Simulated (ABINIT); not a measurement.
Runs of ABINIT 10.8.3 (patched build) on ZrN. It takes space group Fm-3m (No. 225, cubic). The conventional cell has a = 4.600 Å, b = 4.600 Å, c = 4.600 Å, α = 90.00°, β = 90.00°, γ = 90.00°. Around Zr (site symmetry m-3m) lie 6 N at 2.30 Å. Around N (site symmetry m-3m) lie 6 Zr at 2.30 Å. 

```tsv
task	level	potentials or basis	spin	k mesh	cutoff (eV)	fine-grid cutoff	mesh quality	gap on the mesh (eV)	pressure (GPa)	V0 of scaled cells (Å³/atom)	B0 (GPa)
single point	LDA	JTH PAW LDA v2.0	off	6 × 6 × 6	680	1278.94 eV	coarse	none	-	-	-
single point	PBEsol	JTH PAW PBE v2.0	off	13 × 13 × 13	707	1306.15 eV	not flagged	none	-8.1	-	-
band structure	PW91	JTH PAW PBE v2.0	off	10 × 10 × 10	707	1306.15 eV	not flagged	none	-1.3	-	-
band structure	SOGGA	JTH PAW PBE v2.0	off	10 × 10 × 10	707	1306.15 eV	not flagged	none	(b)	-	-
equation of state	revPBE+D3(BJ)	JTH PAW PBE v2.0	off	10 × 10 × 10	707	1306.15 eV	not flagged	-	-	11.72	266
single point	LDA	JTH PAW LDA v2.0	off	4 × 4 × 4	680	1278.94 eV	coarse	none	-	-	-
equation of state	PBEsol	JTH PAW PBE v2.0	off	10 × 10 × 10	544	1088.46 eV	not flagged	-	-	11.79	266
band structure	RPBE	JTH PAW PBE v2.0	SOC, no magnetisation	10 × 10 × 10	707	1306.15 eV	not flagged	none	(a)	-	-
```

Alike in all rows: cell as given; smearing fermi-dirac 0.05 eV.

**Question.** Fill in the values left out.

**Answer.** (a) 2.7; (b) -9.8.

Caveats: some runs use coarse meshes; the PAW data sets were made with another functional, which shifts forces and pressure a little (some runs); pressures at fixed basis lie under the slope of the energies (some runs).

A k mesh can miss the band edges, and rows without SOC leave out spin-orbit coupling on Zr.

A gap of «none» marks a metal or a gap under the smearing width.

Runs at the PBE level aren't shown here.
